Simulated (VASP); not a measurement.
A run of VASP 6.6.1:

INCAR

```
SYSTEM = Hf
PREC = Accurate
ENCUT = 600
EDIFF = 1E-7
ISMEAR = 0
SIGMA = 0.1
LREAL = .FALSE.
LASPH = .TRUE.
NELM = 100
ALGO = Normal
ISIF = 3
LWAVE = .FALSE.
LCHARG = .FALSE.
GGA = PE
IBRION = 2
NSW = 90
EDIFFG = -0.005
```

Contents of KPOINTS:

```
Automatic mesh
0
G
  16 16 16
  0 0 0
```

POSCAR

```
Hf
1.0
    0.0000000000      2.2352673600      2.2352673600
    2.2352673600      0.0000000000      2.2352673600
    2.2352673600      2.2352673600      0.0000000000
Hf
1
Direct
    0.0000000000      0.0000000000      0.0000000000
```

Potentials or basis: VASP PAW PBE potentials, release 64 (Hf_pv).

Command:

```bash
$ cat potpaw_PBE.64/Hf_pv/POTCAR > POTCAR
$ mpirun -np 1 vasp_std > vasp.out
```

Hardware: 1 thread of Intel(R) Xeon(R) 6975P-C (Granite Rapids), on a shared host.

Task: How long does it take, and how much memory?

Result: It took 54 s on 1 thread of Intel(R) Xeon(R) 6975P-C (Granite Rapids) (shared host), peak memory 0.19 GiB. Counts: scf iterations 24, k points 145, ion steps 3.
